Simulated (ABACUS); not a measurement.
# TaN under changes of volume

One of the cells (10.776 Å³/atom); the others are scaled copies at fixed shape and fractional positions:

```
CELL_PARAMETERS angstrom
2.93800 0.00000 0.00000
-1.46900 2.54438 0.00000
0.00000 0.00000 2.88300
ATOMIC_POSITIONS crystal
Ta 0.00000 0.00000 0.50000
N 0.66667 0.33333 0.00000
```

| Item | Value |
| --- | --- |
| Program | ABACUS 3.10.1 |
| Functional | PBE |
| Potentials or basis | PseudoDojo NC SR 0.4.1 PBE standard |
| Cutoff | 1143 eV |
| Density cutoff | 4572 eV |
| Basis | plane waves |
| k mesh | 10 × 10 × 9 |
| Occupations | fermi-dirac, width 0.05 eV |
| Spin | no spin polarisation |

```tsv
volume (Å³/atom)	energy over the lowest point (meV/atom)	pressure (GPa)
10.129	?	?
10.345	34.16	20.4
10.560	12.48	12.0
10.776	1.45	4.5
10.991	0.00	-2.3
11.207	7.18	-8.3
11.422	22.12	-13.8
```

Q: What does the run at 10.129 Å³/atom give?

A: Energy over the lowest point 67.68 meV/atom; pressure 29.6 GPa.

Worked out: A Birch-Murnaghan fit of order 3 (a polynomial in V^(-2/3)) to the other rows has its minimum at 10.92 Å³/atom with B0 = V·E''(V) = 337 GPa and B' = 4.4 at fixed shape and positions, which overstates the stiffness. It gives 67.81 meV/atom at 10.129 Å³/atom, against the run's 67.68, and -dE/dV = 29.7 GPa, against 29.6.

Energies are extrapolated to zero smearing.
